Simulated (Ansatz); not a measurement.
# Li: the cost of one run

Computed with Ansatz 0.2.0 (DFT PBE, scalar-relativistic, plane waves, PAW, unless a step names another level, unless a step's input says otherwise).

1 further run of the same task is left out (set aside as unsound or not needed).

## (1) Starting point

The structure is cubic, space group Pm-3n (No. 223). The conventional cell has a = 5.453 Å, b = 5.453 Å, c = 5.453 Å, α = 90.00°, β = 90.00°, γ = 90.00°. Li (site symmetry m-3) is surrounded by 12 Li at 3.05 Å. Around Li (site symmetry -4m2) lie 6 Li at 2.73 to 3.05 Å.

As a file:

```cif
data_structure
_symmetry_space_group_name_H-M 'Pm-3n'
_symmetry_Int_Tables_number 223
_cell_length_a 5.4530
_cell_length_b 5.4530
_cell_length_c 5.4530
_cell_angle_alpha 90.000
_cell_angle_beta 90.000
_cell_angle_gamma 90.000
_cell_volume 162.15
loop_
_atom_site_label
_atom_site_type_symbol
_atom_site_symmetry_multiplicity
_atom_site_Wyckoff_symbol
_atom_site_fract_x
_atom_site_fract_y
_atom_site_fract_z
_atom_site_occupancy
Li1 Li 2 a 0.50000 0.50000 0.50000 1
Li2 Li 6 c 0.25000 0.00000 0.50000 1
```

The cell was relaxed beforehand at this level, from a generated guess; it needn't be the stable form of this composition. At a tolerance of 0.05 Å it has space group Pm-3n (No. 223); it has 20.27 Å³/atom, an uncorrected energy of +0.02 eV/atom over the standard state.

## (2) Static run: bands, density of states and charges

Contents of input.yaml:

```yaml
crystal:
  lattice:
    - [5.4529986, 0.0, 0.0]
    - [0.0, 5.4529986, 0.0]
    - [0.0, 0.0, 5.4529986]
  atoms:
    - { symbol: Li, position: [0.5, 0.5, 0.5] }
    - { symbol: Li, position: [0.0, 0.0, 0.0] }
    - { symbol: Li, position: [0.25, 0.0, 0.5] }
    - { symbol: Li, position: [0.5, 0.25, 0.0] }
    - { symbol: Li, position: [0.5, 0.75, 0.0] }
    - { symbol: Li, position: [0.75, 0.0, 0.5] }
    - { symbol: Li, position: [0.0, 0.5, 0.75] }
    - { symbol: Li, position: [0.0, 0.5, 0.25] }
basis:
  ecutwfc: 420
kpoints:
  mp_grid: { grid: [8, 8, 8] }
  band_path:
    path:
      - [[0.0, 0.0, 0.0], [0.0, 0.5, 0.0], [0.5, 0.5, 0.0], [0.0, 0.0, 0.0], [0.5, 0.5, 0.5], [0.0, 0.5, 0.0]]
      - [[0.5, 0.5, 0.5], [0.5, 0.5, 0.0]]
    npoints: 14
hamiltonian:
  xc: pbe
scf:
  occupations: { method: gaussian, width: 0.1 }
  n_extra_bands: 20
output:
  forces: true
  stress: true
  eigenvalues: true
  populations: true
  dos: { projected: true, de: 0.02, nscf_kmesh: { grid: [10, 10, 10] } }
  bader: true
  write_density: true
  write_potential: true
  elf: true
  volumetric_format: npy
```

On the command line:

```bash
ansatz run input.yaml --threads 4 --pin off --max-ram 8192MiB --backend cpu --events-out ev --progress --plain --runs-dir out
```

**Question.** How long does this run take on 4 threads of Arm Neoverse V1, shared host, and how much memory does it need?

About 91 s, with a peak of 0.54 GiB.
